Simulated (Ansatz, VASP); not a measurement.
## As: VASP beside Ansatz

```xyz
2
Lattice="4.6723 0.0000 0.0000 -2.3361 4.0463 0.0000 0.0000 0.0000 2.7206" Properties=species:S:1:pos:R:3 pbc="T T T"
As    0.0000    2.6975    0.0000
As    2.3361    1.3488    0.0000
```

Alike in both runs: task relaxation of cell and atoms; functional PBE; k mesh 15 × 15 × 20; occupations gaussian, width 0.1 eV; no spin polarisation.

|  | VASP | Ansatz |
| --- | --- | --- |
| version | VASP 6.6.1 | Ansatz 0.2.0 |
| potentials or method | VASP PAW PBE potentials, release 64 (As) | scalar-relativistic, plane waves, PAW |
| plane-wave cutoff (eV) | 600 | 420 |
| valence electrons in the cell | 10 | 30 |

|  | VASP | Ansatz | Ansatz less VASP |
| --- | --- | --- | --- |
| gap on the k mesh at the Fermi level, each at its own relaxed structure (eV) | none | none | - |
| relaxed volume (Å³/atom) | 25.64 | 25.59 | -0.057 |
| relaxed cell length with the largest relative difference (Å) | 4.570 | 4.566 | -0.0035 |
| energy change over the relaxation (meV/atom) | -23 | -23 | -0.4 |

A gap of «none» marks a metal or a gap that the smearing closes. The two sets of potentials don't hold the same shells in valence.
